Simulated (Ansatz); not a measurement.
# ZnS: how the settings move a relaxation

Question: which choices in the input matter for ZnS?

Computed with Ansatz 0.2.0 (reference: DFT, LDA, PAW with Ansatz's default frozen-core files, scalar-relativistic; relaxation of cell and atoms, unless a step's input says otherwise).

## Step 1: The starting structure

It takes space group P6_3mc (No. 186, hexagonal). Conventional cell: a = 3.738 Å, b = 3.738 Å, c = 6.143 Å, α = 90.00°, β = 90.00°, γ = 120.00°. Zn (site symmetry 3m) has 4 S at 2.29 to 2.30 Å as nearest neighbours. Around S (site symmetry 3m) lie 4 Zn at 2.29 to 2.30 Å.

As a file:

```
CELL_PARAMETERS angstrom
3.73822 0.00000 0.00000
-1.86911 3.23740 0.00000
0.00000 0.00000 6.14302
ATOMIC_POSITIONS crystal
Zn 0.33333 0.66667 0.00559
Zn 0.66667 0.33333 0.50559
S 0.33333 0.66667 0.37941
S 0.66667 0.33333 0.87941
```

## Step 2: Reference

input.yaml reads:

```yaml
crystal:
  lattice:
    - [3.73822399095, 0.0, 0.0]
    - [-1.86911199548, 3.2373969412, 0.0]
    - [0.0, 0.0, 6.14301705192]
  atoms:
    - { symbol: Zn, position: [0.333333333333, 0.666666666667, 0.005591673688] }
    - { symbol: Zn, position: [0.666666666667, 0.333333333333, 0.505591673688] }
    - { symbol: S, position: [0.333333333333, 0.666666666667, 0.379408326312] }
    - { symbol: S, position: [0.666666666667, 0.333333333333, 0.879408326312] }
kpoints:
  mp_grid: { grid: [8, 8, 4] }
scf:
  occupations: { method: fixed }
hamiltonian:
  xc: lda
  pseudopotentials: { kind: paw }
relax:
  f_tol: 0.002
  max_steps: 80
  cell: { p_target: 5 }
output:
  forces: true
  stress: true
```

Launch:

```bash
> ansatz run input.yaml --threads 2 --pin off --max-ram 5120MiB --backend cpu --events-out ev --progress --plain --runs-dir out
```

Excerpt of the output:

```text
[...]
Basis set: ecut = 420 eV, 1449 PW (Γ)
[...]
k-points: 30 of 256 (time reversal used)
[...]
SCF iter   1: F=—  HF=-8234.876381 eV  |F-HF|=—  |Δ(HF+E_count)|=         —  Δρ=7.04e-3  dr2=3.14e-2  ethr=1.77e-3  ⟨swp⟩=4.9  Hψ=2871  notcnv=0  defer=59
preconditioner: auto → Resta (q_TF=auto, 2.418 Å⁻¹)  ε∞=6.7  [insulator: Δε(μ)=2.131 eV  Ē_g=10.819 eV  n_scr=22 (ndim 8)  ℏωp=25.8 eV  f_vac=0.029  ε∞_Penn≈6.7]
SCF iter   2: F=—  HF=-8234.868288 eV  |F-HF|=—  |Δ(HF+E_count)|=   8.09e-3  Δρ=3.21e-3  dr2=8.34e-3  ethr=8.72e-5  ⟨swp⟩=3.0  Hψ=1447  notcnv=0  defer=59
[...]
relax step   1: F+E_penalty+E_count = -8234.86557067 eV  Δ(F+E_penalty+E_count) = +0.000e0 eV  max|allowed force component| = 4.556e-5 eV/Å  Δτ_max = 0.0000 Å  P = -0.002 GPa  Ω = 74.343 Å³  (7 SCF iters, dr2 threshold 1.00e-7 eV, accepted)
[...]
Basis set: ecut = 420 eV, 1389 PW (Γ)
[...]
relax step   2: F+E_penalty+E_count = -8234.84300797 eV  Δ(F+E_penalty+E_count) = +2.256e-2 eV  max|allowed force component| = 7.290e-3 eV/Å  Δτ_max = 0.0005 Å  P = +3.140 GPa  Ω = 71.870 Å³  energy of the carried Pulay correction = +9.195e-4 eV  (6 SCF iters,
[...]
Basis set: ecut = 420 eV, 1365 PW (Γ)
[...]
relax step   3: F+E_penalty+E_count = -8234.80763636 eV  Δ(F+E_penalty+E_count) = +3.537e-2 eV  max|allowed force component| = 8.459e-3 eV/Å  Δτ_max = 0.0012 Å  P = +5.171 GPa  Ω = 70.478 Å³  energy of the carried Pulay correction = +1.451e-3 eV  (6 SCF iters,
[...]
relax step   4: F+E_penalty+E_count = -8234.81107121 eV  Δ(F+E_penalty+E_count) = -3.435e-3 eV  max|allowed force component| = 7.003e-3 eV/Å  Δτ_max = 0.0012 Å  P = +4.999 GPa  Ω = 70.588 Å³  energy of the carried Pulay correction = +1.408e-3 eV  (5 SCF iters,
[...]
relax step   5: F+E_penalty+E_count = -8234.81107374 eV  Δ(F+E_penalty+E_count) = -2.534e-6 eV  max|allowed force component| = 1.990e-4 eV/Å  Δτ_max = 0.0004 Å  P = +5.001 GPa  Ω = 70.588 Å³  energy of the carried Pulay correction = +1.408e-3 eV  (3 SCF iters,
[...]
SCF iter   5: F=—  HF=-8234.809709 eV  |F-HF|=—  |Δ(HF+E_count)|=   9.15e-9  Δρ=7.05e-7  dr2=1.91e-10  ethr=4.24e-12  ⟨swp⟩=2.0  Hψ=1167  notcnv=0  defer=57
SCF iter   6: F=-8234.809709 eV  HF=-8234.809709 eV  |F-HF|=7.28e-12  |Δ(HF+E_count)|=  5.46e-11  Δρ=1.94e-7  dr2=1.21e-11  ethr=1.00e-12  ⟨swp⟩=4.9  Hψ=2563  notcnv=0
[...]
relax step   6: F+E_penalty+E_count = -8234.80970852 eV  Δ(F+E_penalty+E_count) = +1.365e-3 eV  max|allowed force component| = 2.394e-4 eV/Å  Δτ_max = 0.0000 Å  P = +4.996 GPa  Ω = 70.588 Å³  stress off target by 9.33e-3 GPa  SCF on the basis re-selected at th
[...]
SCF converged after 6 iterations
Free energy (F): -8234.809709 eV
[...]
E sigma→0 (E₀):  -8234.809709 eV
Fermi energy:    7.080010 eV
[...]
  P = ⅓ Tr σ = 4.9958 GPa (49.958 kbar)
--- Relaxed structure (5 steps of the walk, 5 accepted, 1 SCFs on fresh bases) ---
[...]
```

Run time: 11 s. Hardware: 2 threads of Arm Neoverse V2, shared host; peak memory 0.32 GiB.

## Step 3: Variant: starting moments, occupations.method tetrahedron, dr2_threshold 1.0e-11, spin_polarized true

input.yaml reads:

```yaml
crystal:
  lattice:
    - [3.73822399095, 0.0, 0.0]
    - [-1.86911199548, 3.2373969412, 0.0]
    - [0.0, 0.0, 6.14301705192]
  atoms:
    - { symbol: Zn, position: [0.333333333333, 0.666666666667, 0.005591673688], spin: -0.5 }
    - { symbol: Zn, position: [0.666666666667, 0.333333333333, 0.505591673688], spin: -0.5 }
    - { symbol: S, position: [0.333333333333, 0.666666666667, 0.379408326312], spin: 4.0 }
    - { symbol: S, position: [0.666666666667, 0.333333333333, 0.879408326312], spin: -2.0 }
kpoints:
  mp_grid: { grid: [8, 8, 4] }
scf:
  occupations: { method: tetrahedron }
  convergence: { dr2_threshold: 1.0e-11 }
hamiltonian:
  xc: lda
  pseudopotentials: { kind: paw }
relax:
  f_tol: 0.002
  max_steps: 80
  cell: { p_target: 5 }
output:
  forces: true
  stress: true
magnetization:
  spin_polarized: true
```

Launch:

```bash
> ansatz run input.yaml --threads 2 --pin off --max-ram 5120MiB --backend cpu --events-out ev --progress --plain --runs-dir out
```

Standard output:

```text
Warning: relax: with tetrahedron occupations the Hellmann–Feynman forces and the energy need not agree along the walk (scf.occupations.method in the input reference, under Limitations); prefer a smearing scheme for the relaxation and re-run the relaxed geometry with tetrahedron occupations for the final energies/DOS
Warning: output.forces, output.stress, relax.cell or npt_langevin: where a Kohn–Sham band that disperses or a degenerate level is filled in part under the method tetrahedron, the forces or the stress that this run publishes need not agree with its energy (scf.occupations.method in the input reference, under Limitations); prefer a smearing scheme for the forces or the stress
Engine: ansatz 0.2.0
Pseudopotentials: kind: paw
Pseudopotential: Zn, paw, valence charge 12, recommended cutoff 420 eV (normal), Zn.paw.azcp
Pseudopotential: S, paw, valence charge 6, recommended cutoff 420 eV (normal), S.paw.azcp
Functional definition: SPW92
  exchange = slater_x
  correlation = pw_c
Crystal: 4 atoms, lattice volume = 74.343 Å³
Basis set: ecut = 420 eV, 1449 PW (Γ)
Bands: 26, of which v1, the nominal top of the filled ones, is band 18 counted from 1 (17 counted from 0)
Symmetry: 6 space group operations
Space group: P3m1 (ITA 156), of the structure as read, at distance tolerance 4.2e-5 Å
Magnetic group: BNS 156.49 (UNI 1279), of the structure as read, at distance tolerance 4.2e-5 Å
k-points: 35 of 256 (time reversal used)
Non-local potential: Zn, projectors of the file, l = 0: 2, l = 1: 2, l = 2: 3, l = 3: 1
Non-local potential: S, projectors of the file, l = 0: 2, l = 1: 2, l = 2: 2
PAW form: soft (Blöchl's): semilocal exchange-correlation on the pseudo side does not see the compensation charge
PAW frozen core: Zn, regenerated for the run's functional, and the local potential with it (the file was generated under x = pbe(κ = 0.804, μ = 0.2195149727645171), c = pbe(β = 0.06672455060314922))
PAW frozen core: S, regenerated for the run's functional, and the local potential with it (the file was generated under x = pbe(κ = 0.804, μ = 0.2195149727645171), c = pbe(β = 0.06672455060314922))
PAW one-centre angular grid: Zn, 590 points (default); XC on 64 Gauss nodes
PAW one-centre angular grid: S, 110 points (default); XC on 64 Gauss nodes
Initial density: superposition of atomic densities (chi_scale 0.1, normalization cell, long waves kept (reshape's long-wave potential 0.00 eV rms))
Starting moments: Σ|m| = 7 μB on 4 of 4 sites
Initial wavefunctions: pseudopotential atomic-orbital guess
Functional: x = slater, c = lda
iter 1 solved again at ethr=1.53e-3 eV; its pass at ethr=3.10e-3 eV (dr2=5.51e-1 eV) is discarded
SCF iter   1: F=—  HF=-8231.567361 eV  |F-HF|=—  |Δ(HF+E_count)|=         —  Δρ=8.35e-2 (↑8.35e-2 ↓7.34e-2)  dr2=5.51e-1  dr2_m=4.01e0  M=0.000 μB ∫|m|=0.820 μB  β_m=0.30  ethr=1.53e-3  ⟨swp⟩=1.5  Hψ=10744  notcnv=0
preconditioner: auto → Resta (q_TF=auto, 2.418 Å⁻¹)  ε∞=5.1  [insulator: Δε(μ)=1.077 eV  Ē_g=12.793 eV  n_scr=22 (ndim 8)  ℏωp=25.8 eV  f_vac=0.002  ε∞_Penn≈5.1]
spin=Collinear: Resta preconditioning applied to the charge; magnetization (m = ρ↑ − ρ↓) channel mixes plain (no charge-response kernel on spin).
SCF iter   2: F=—  HF=-8233.146068 eV  |F-HF|=—  |Δ(HF+E_count)|=    1.58e0  Δρ=5.86e-2 (↑5.86e-2 ↓5.58e-2)  dr2=2.63e-1  dr2_m=2.15e0  M=0.000 μB ∫|m|=0.606 μB  β_m=0.30  ethr=1.53e-3  ⟨swp⟩=2.8  Hψ=2992  notcnv=0
SCF iter   3: F=—  HF=-8233.933700 eV  |F-HF|=—  |Δ(HF+E_count)|=   7.88e-1  Δρ=4.17e-2 (↑4.06e-2 ↓4.17e-2)  dr2=3.65e-2  dr2_m=1.14e0  M=0.000 μB ∫|m|=0.453 μB  β_m=0.30  ethr=7.30e-4  ⟨swp⟩=2.3  Hψ=2957  notcnv=0  defer=188
SCF iter   4: F=—  HF=-8234.368892 eV  |F-HF|=—  |Δ(HF+E_count)|=   4.35e-1  Δρ=3.06e-2 (↑2.95e-2 ↓3.06e-2)  dr2=5.44e-3  dr2_m=6.13e-1  M=0.000 μB ∫|m|=0.340 μB  β_m=0.30  ethr=1.02e-4  ⟨swp⟩=2.9  Hψ=3385  notcnv=0  defer=188
SCF iter   5: F=—  HF=-8234.599401 eV  |F-HF|=—  |Δ(HF+E_count)|=   2.31e-1  Δρ=2.22e-2 (↑2.18e-2 ↓2.22e-2)  dr2=8.30e-4  dr2_m=3.30e-1  M=0.000 μB ∫|m|=0.256 μB  β_m=0.30  ethr=1.51e-5  ⟨swp⟩=3.0  Hψ=4047  notcnv=0  defer=188
SCF iter   6: F=—  HF=-8234.721850 eV  |F-HF|=—  |Δ(HF+E_count)|=   1.22e-1  Δρ=1.63e-2 (↑1.61e-2 ↓1.63e-2)  dr2=3.86e-4  dr2_m=1.78e-1  M=0.000 μB ∫|m|=0.193 μB  β_m=0.30  ethr=2.31e-6  ⟨swp⟩=3.1  Hψ=4036  notcnv=0  defer=188
SCF iter   7: F=—  HF=-8234.787681 eV  |F-HF|=—  |Δ(HF+E_count)|=   6.58e-2  Δρ=1.20e-2 (↑1.20e-2 ↓1.18e-2)  dr2=3.67e-5  dr2_m=9.65e-2  M=0.000 μB ∫|m|=0.146 μB  β_m=0.30  ethr=1.07e-6  ⟨swp⟩=3.2  Hψ=3928  notcnv=0  defer=188
Mixer restart at iter 7: flushing history
spin-set hold released at iteration 7 (site moments contracting): the magnetisation degrees of freedom join the quasi-Newton model from the next iteration; the mixer history was flushed
SCF iter   8: F=—  HF=-8234.823137 eV  |F-HF|=—  |Δ(HF+E_count)|=   3.55e-2  Δρ=8.80e-3 (↑8.80e-3 ↓8.74e-3)  dr2=2.39e-5  dr2_m=5.24e-2  M=0.000 μB ∫|m|=0.110 μB  β_m=0.65  ethr=1.02e-7  ⟨swp⟩=4.0  Hψ=5135  notcnv=0  defer=184
SCF iter   9: F=—  HF=-8234.865471 eV  |F-HF|=—  |Δ(HF+E_count)|=   4.23e-2  Δρ=3.56e-4 (↑3.56e-4 ↓3.08e-4)  dr2=3.51e-6  dr2_m=7.48e-5  M=0.000 μB ∫|m|=0.007 μB  β_m=0.82  ethr=6.64e-8  ⟨swp⟩=5.5  Hψ=6145  notcnv=0  defer=184
SCF iter  10: F=—  HF=-8234.865564 eV  |F-HF|=—  |Δ(HF+E_count)|=   9.26e-5  Δρ=1.03e-4 (↑9.92e-5 ↓1.03e-4)  dr2=1.31e-6  dr2_m=6.55e-6  M=0.000 μB ∫|m|=0.002 μB  β_m=0.91  ethr=9.74e-9  ⟨swp⟩=3.4  Hψ=4403  notcnv=0  defer=180
SCF iter  11: F=—  HF=-8234.865575 eV  |F-HF|=—  |Δ(HF+E_count)|=   1.12e-5  Δρ=6.38e-5 (↑5.81e-5 ↓6.38e-5)  dr2=6.17e-6  dr2_m=6.87e-8  M=0.000 μB ∫|m|=0.000 μB  β_m=0.69  ethr=3.63e-9  ⟨swp⟩=3.6  Hψ=4336  notcnv=0  defer=180
SCF iter  12: F=—  HF=-8234.865571 eV  |F-HF|=—  |Δ(HF+E_count)|=   4.00e-6  Δρ=1.28e-5 (↑1.28e-5 ↓5.53e-6)  dr2=6.71e-8  dr2_m=4.01e-8  M=0.000 μB ∫|m|=0.000 μB  β_m=0.75  ethr=3.63e-9  ⟨swp⟩=3.0  Hψ=3574  notcnv=0  defer=180
SCF iter  13: F=—  HF=-8234.865571 eV  |F-HF|=—  |Δ(HF+E_count)|=   2.53e-8  Δρ=1.68e-6 (↑1.21e-6 ↓1.68e-6)  dr2=3.98e-9  dr2_m=1.00e-9  M=0.000 μB ∫|m|=0.000 μB  β_m=0.79  ethr=1.87e-10  ⟨swp⟩=2.0  Hψ=3141  notcnv=0  defer=180
SCF iter  14: F=—  HF=-8234.865571 eV  |F-HF|=—  |Δ(HF+E_count)|=  4.53e-10  Δρ=4.40e-7 (↑4.40e-7 ↓4.00e-7)  dr2=6.36e-10  dr2_m=3.95e-12  M=0.000 μB ∫|m|=0.000 μB  β_m=0.80  ethr=1.10e-11  ⟨swp⟩=2.1  Hψ=3131  notcnv=0  defer=180
SCF iter  15: F=—  HF=-8234.865571 eV  |F-HF|=—  |Δ(HF+E_count)|=  2.73e-11  Δρ=4.64e-7 (↑4.64e-7 ↓4.59e-7)  dr2=4.97e-10  dr2_m=6.16e-13  M=0.000 μB ∫|m|=0.000 μB  β_m=0.69  ethr=1.77e-12  ⟨swp⟩=2.1  Hψ=3148  notcnv=0  defer=180
SCF iter  16: F=—  HF=-8234.865571 eV  |F-HF|=—  |Δ(HF+E_count)|=  1.76e-10  Δρ=6.70e-8 (↑6.70e-8 ↓6.27e-8)  dr2=2.75e-11  dr2_m=1.50e-13  M=0.000 μB ∫|m|=0.000 μB  β_m=0.80  ethr=1.38e-12  ⟨swp⟩=2.0  Hψ=3140  notcnv=0  defer=180
SCF iter  17: F=-8234.865571 eV  HF=-8234.865571 eV  |F-HF|=3.64e-12  |Δ(HF+E_count)|=    0.00e0  Δρ=2.90e-8 (↑2.56e-8 ↓2.90e-8)  dr2=2.57e-12  dr2_m=2.98e-14  M=0.000 μB ∫|m|=0.000 μB  ethr=1.00e-12  ⟨swp⟩=5.0  Hψ=6358  notcnv=0
WARN: the starting moments were not kept: the SCF closed with an absolute magnetisation of 1.2e-7 μB, where they sum to 7 μB in size (4 sites). That is at most 0.1 of that sum. Measured as dr2_m measures the in/out step, that magnetisation stands 2.1e-15 eV from none, at or under the dr2_threshold of 1.0e-11 eV: it is no larger than a step whose dr2_m would equal this threshold. The system may hold no moment; this SCF shows only that its start led to no more than that. To try another start: raise the starting moments (crystal.atoms[].spin, magnetization.per_species, magnetization.initial_magnetization, or on a non-collinear deck that types none of these the spinor_matrix: blocks that start its atoms; where the total moment is fixed, keep their sum and leave initial_magnetization as it is; typed ones take the place of any that the run laid by itself, positive ones on a crystal's lanthanoids without a Hubbard term where scf.initial_density.shell_occupations: [] is typed) or, if the notice of its spin-set hold's release reads "site moments contracting" or "site moments show no strong build", lengthen the hold (scf.mixing.spin_hold: { on: { confirm: 4 } }; for m-r²SCAN on two components see the key's manual first). Each may lead to a state that holds a moment. A second SCF, from the converged charge density, with the starting moments and any scf.initial_density.shell_occupations laid on it anew, would have followed, and was not run: the deck does not ask for one (magnetization.retry_lost_moments is false, the default). To let it run, set magnetization.retry_lost_moments: true and run the deck again, where that key's refused combinations let it; where memory then withholds it, that run's warning says so.
SCF 1 converged in 17 iterations: F = -8234.865571 eV  dr2 = 2.57e-12
relax step   1: F+E_penalty+E_count = -8234.86557068 eV  Δ(F+E_penalty+E_count) = +0.000e0 eV  max|allowed force component| = 6.467e-5 eV/Å  Δτ_max = 0.0000 Å  P = -0.002 GPa  Ω = 74.343 Å³  (17 SCF iters, accepted)
[... 20 lines left out ...]
relax step   2: F+E_penalty+E_count = -8234.84300816 eV  Δ(F+E_penalty+E_count) = +2.256e-2 eV  max|allowed force component| = 7.304e-3 eV/Å  Δτ_max = 0.0005 Å  P = +3.140 GPa  Ω = 71.870 Å³  energy of the carried Pulay correction = +9.195e-4 eV  (10 SCF iters, accepted)
[... 17 lines left out ...]
relax step   3: F+E_penalty+E_count = -8234.80764187 eV  Δ(F+E_penalty+E_count) = +3.537e-2 eV  max|allowed force component| = 8.458e-3 eV/Å  Δτ_max = 0.0012 Å  P = +5.171 GPa  Ω = 70.479 Å³  energy of the carried Pulay correction = +1.450e-3 eV  (10 SCF iters, accepted)
[... 15 lines left out ...]
relax step   4: F+E_penalty+E_count = -8234.81107355 eV  Δ(F+E_penalty+E_count) = -3.432e-3 eV  max|allowed force component| = 6.989e-3 eV/Å  Δτ_max = 0.0012 Å  P = +4.999 GPa  Ω = 70.588 Å³  energy of the carried Pulay correction = +1.408e-3 eV  (9 SCF iters, accepted)
[... 12 lines left out ...]
relax step   5: F+E_penalty+E_count = -8234.81107196 eV  Δ(F+E_penalty+E_count) = +1.596e-6 eV  max|allowed force component| = 1.482e-4 eV/Å  Δτ_max = 0.0004 Å  P = +5.001 GPa  Ω = 70.588 Å³  energy of the carried Pulay correction = +1.408e-3 eV  (7 SCF iters, accepted)
[... 12 lines left out ...]
relax step   6: F+E_penalty+E_count = -8234.80970673 eV  Δ(F+E_penalty+E_count) = +1.365e-3 eV  max|allowed force component| = 1.924e-4 eV/Å  Δτ_max = 0.0000 Å  P = +4.996 GPa  Ω = 70.588 Å³  stress off target by 8.39e-3 GPa  SCF on the basis re-selected at this cell (its energy is not comparable with the rows above)  (6 SCF iters)
basis re-selected at this cell: Δ(F+E_penalty+E_count) = +1.365e-3 eV, ΔP = -0.005 GPa vs the last step (what re-selecting the basis moved, of the pressure what is left beyond the Pulay correction that the steps carried, after the strain that the cell walked since its last selection, with what the two solves' SCF thresholds leave and, on support functions, any second-order correction that the steps lacked; it is no measure of the basis error at this ecutwfc). This SCF's stress stands 8.39e-3 GPa from its target on what of the cell is left free (relax.cell.stress_tol is 5.00e-2 GPa) and its largest allowed force component is 1.92e-4 eV/Å (relax.f_tol is 2.00e-3 eV/Å): within both
SCF converged after 6 iterations
Stability not checked: this state was not tested for a lower state beside it, because cold or Methfessel-Paxton smearing, or corrected tetrahedra, fill the levels in a way that the test cannot read (fill_not_monotonic; see scf.lower_state_search)
Magnetization: 0.0000 μB (18.0000 up, 18.0000 down)
Absolute magnetization: 0.0000 μB (∫|ρ↑−ρ↓|, with the PAW one-centre terms)
Spin contamination: 0.0000 ħ² per cell (⟨S²⟩ above its minimum at these occupations)
Per-site moments (μB) at R_I (Å): [(-8.819762134951347e-12, 0.9299687120598177), (-9.783208071950323e-13, 0.9299680400530457), (3.1921174625827716e-10, 0.9299680400530457), (1.3318740859526927e-10, 0.9299687120598177)]
Free energy (F): -8234.809707 eV
Harris-Foulkes:  -8234.809707 eV  (|F-HF|=1.82e-12)
Internal energy: -8234.809707 eV  (E = F + TS)
E sigma→0 (E₀):  -8234.809707 eV
Fermi energy:    7.080008 eV
--- Per-component energies (eV) ---
  E_band       = 36.548951
  E_kinetic    = 483.717575
  E_local      = -3950.326513  (includes V_loc(G=0)·N_el)
  E_nonlocal   = 1291.186181
  E_hartree    = 1651.217561
  E_xc         = -467.042008
  E_vxc        = -286.945285  (∫ρ·V_xc dr)
  E_paw        = -4648.255464  (= ΣΔE_a)
  E_vpaw       = -803.517410  (= ΣTr[D̂ρ^β])
  E_aug_tail   = -0.000749  (compensation charges beyond the density's cutoff)
  E_ewald      = -2598.726968
  E_core_change = 3.420678  (= ΣΔE_core)
  E_smearing   = -0.000000  (= −TS)
  E_closure    = 0.000000  (closes the sum)
  Σ components = -8234.809707   (vs F -8234.809707, Δ=0.00e0)
--- Forces (eV/Å), atoms counted from 1 ---
  atom   1  Zn     0.00000000     0.00000000     0.00019193
  atom   2  Zn    -0.00000000    -0.00000000     0.00019217
  atom   3  S      0.00000000     0.00000000    -0.00019169
  atom   4  S     -0.00000000    -0.00000000    -0.00019241
  max |Σ_I F_I| component: 6.94e-9 eV/Å
--- Stress (GPa, compression-positive) ---
        4.998108       0.000000       0.000000
       -0.000000       4.998108      -0.000000
       -0.000000      -0.000000       4.991615
  P = ⅓ Tr σ = 4.9959 GPa (49.959 kbar)
--- Band table (eV; the first three rows and the last of 70) ---
  k-point 0 ↑: bands = ["-6.9302", "-5.7604", "0.0584", "0.0874", "0.0874", "0.1867", "0.1867", "0.6281", "0.6281", "0.7299", "0.7299", "0.7632", "1.0047", "6.0087", "6.0087", "6.9520", "7.0800", "7.0800", "9.5068", "10.1794", "13.1231", "13.1231", "13.3288", "14.6418", "14.6418", "16.5556"]
  k-point 1 ↑: bands = ["-6.7864", "-5.9665", "0.0406", "0.0969", "0.0969", "0.1669", "0.1669", "0.2408", "0.6471", "0.6471", "0.7192", "0.7192", "2.1211", "5.7385", "6.1518", "6.1518", "6.9071", "6.9071", "10.3393", "10.4376", "13.0818", "13.2254", "13.2254", "14.2531", "14.2531", "15.6493"]
  k-point 2 ↑: bands = ["-6.4066", "-6.4066", "0.0457", "0.0457", "0.1268", "0.1268", "0.1268", "0.1268", "0.6872", "0.6872", "0.6872", "0.6872", "3.8375", "3.8375", "6.5147", "6.5147", "6.5147", "6.5147", "10.7208", "10.7208", "13.6173", "13.6173", "13.6173", "13.6173", "13.9410", "13.9410"]
  k-point 34 ↓: bands = ["-5.4562", "-5.4562", "0.1550", "0.1550", "0.2763", "0.2763", "0.4878", "0.4878", "0.6528", "0.6528", "1.0762", "1.0762", "1.7032", "1.7033", "3.6343", "3.6343", "5.3991", "5.3991", "11.3719", "11.3719", "13.1971", "13.1971", "14.2998", "14.2998", "16.6113", "16.6113"]
--- Relaxed structure (5 steps of the walk, 5 accepted, 1 SCFs on fresh bases) ---
  F+E_penalty+E_count = -8234.80970673 eV   max|allowed force component| = 1.924e-4 eV/Å   (the final SCF, on the basis selected at the relaxed cell)
  cell:  # Å, volume = 70.5876 Å³
    - [3.6714078101383967, 2.835114739199263e-12, -1.7122143856303617e-34]
    - [-1.8357039050716535, 3.179532431231029, -7.052272298783416e-34]
    - [-2.813678953666001e-34, -1.5006287752885338e-33, 6.046895830926037]
  atoms:
    - { symbol: Zn, position: [0.33333333333333337, 0.6666666666666669, 0.005989258589368402] }
    - { symbol: Zn, position: [0.6666666666666667, 0.33333333333333337, 0.5059886695487847] }
    - { symbol: S, position: [0.33333333333333337, 0.6666666666666669, 0.3790111369326977] }
    - { symbol: S, position: [0.6666666666666667, 0.33333333333333337, 0.8790109349291491] }
```

Wall time 43 s (2 threads of Arm Neoverse V2, shared host); peak memory 0.37 GiB.

With the changed spin polarisation, smearing and convergence setting the energy stays within 0.5 meV/atom: no moment survives, so both runs end on the same non-magnetic state.

## Step 4: All runs together

```
                                                                                            run     ending       energy change  pressure (GPa)  gap (eV)  force (eV/Å)  cycles  time
                                                                                      reference  converged                   0             5.0      2.43          0.00      33  11 s
1: starting moments, occupations.method tetrahedron, dr2_threshold 1.0e-11, spin_polarized true  converged  0.0 meV/atom (σ→0)             5.0      2.43          0.00      59  43 s
```

With the changed spin polarisation, smearing and convergence setting the energy stays within 0.5 meV/atom: no moment survives, so both runs end on the same non-magnetic state.

These are semilocal Kohn-Sham gaps, which aren't the measured quantity. Such gaps usually fall short of the measured ones.
